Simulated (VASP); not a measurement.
A run of VASP 6.6.1 is set up as follows.

INCAR

```
ALGO     = Fast           # electronic algorithm
EDIFF    = 1E-7           # SCF threshold, eV
ENCUT    = 520            # plane-wave cutoff, eV
GGA      = PE             # functional
GGA_COMPAT= False        
ISIF     = 2              # what is computed and relaxed
ISMEAR   = 0              # smearing method
KPAR     = 4            
LASPH    = True           # aspherical terms in the spheres
LCHARG   = True           # write CHGCAR
LORBIT   = 11             # projections on sites
LREAL    = False          # projectors in reciprocal space
LSORBIT  = True           # spin-orbit coupling
LVHAR    = True         
LWAVE    = False          # write WAVECAR
MAGMOM   = 0 0 0 0 0 0    # initial moments
NELM     = 100            # most SCF steps
PREC     = Accurate       # precision mode
SIGMA    = 0.02           # smearing width, eV
```

KPOINTS

```
k-points
0
Gamma
  10 10 10
```

The input POSCAR:

```
GaP                                     
1.0
    0.0000000000      2.7170673653      2.7170673653
    2.7170673653      0.0000000000      2.7170673653
    2.7170673653      2.7170673653     -0.0000000000
  Ga              P             
     1     1
Direct
     0.0000000000000000    0.0000000000000000    0.0000000000000000
     0.2500000000000000    0.2500000000000000    0.2500000000000000
```

Potentials or basis: VASP PAW PBE potentials, release 64 (Ga_d, P).

Launch:

```console
$ cat potpaw_PBE.64/Ga_d/POTCAR potpaw_PBE.64/P/POTCAR > POTCAR
$ mpirun -np 4 vasp_ncl > vasp.out
```

(1) Predict the net moment.

(2) What does it give for the pressure?

Results:

(1) 0.00 μB per cell.

(2) 3.3 GPa.
